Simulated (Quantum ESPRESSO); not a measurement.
Crystal: Co.

```
CELL_PARAMETERS angstrom
2.47200 0.00000 0.00000
-1.23600 2.14081 0.00000
0.00000 0.00000 4.02114
ATOMIC_POSITIONS crystal
Co 0.66667 0.33333 0.75000
Co 0.33333 0.66667 0.25000
```

Base run:

* Program: Quantum ESPRESSO 7.5
* Functional: PBEsol
* Potentials or basis: GBRV 1.5 PBEsol
* Cutoff: 762 eV
* Density cutoff: 6095 eV
* k mesh: 12 × 12 × 7
* Occupations: fermi-dirac, width 0.05 eV
* Spin: collinear spin, ferromagnetic start
* Starting moments: [2.0, 2.0] μB
* Hubbard terms: Co d U = 2 eV

Its results: band gap on the k mesh none (metal or under the smearing width); pressure -1.7 GPa; net moment 3.57 μB per cell; site moments Co +1.88 μB.

Q: The run is repeated on the same cell with these changes: hubbard terms from Co d U = 2 eV to Co d U = 5 eV. What comes out?

A: Band gap on the k mesh none (metal or under the smearing width); pressure 3.0 GPa; net moment 3.67 μB per cell; site moments Co +1.97 μB.

Caveats: the U is typed as a test and isn't derived for this compound.
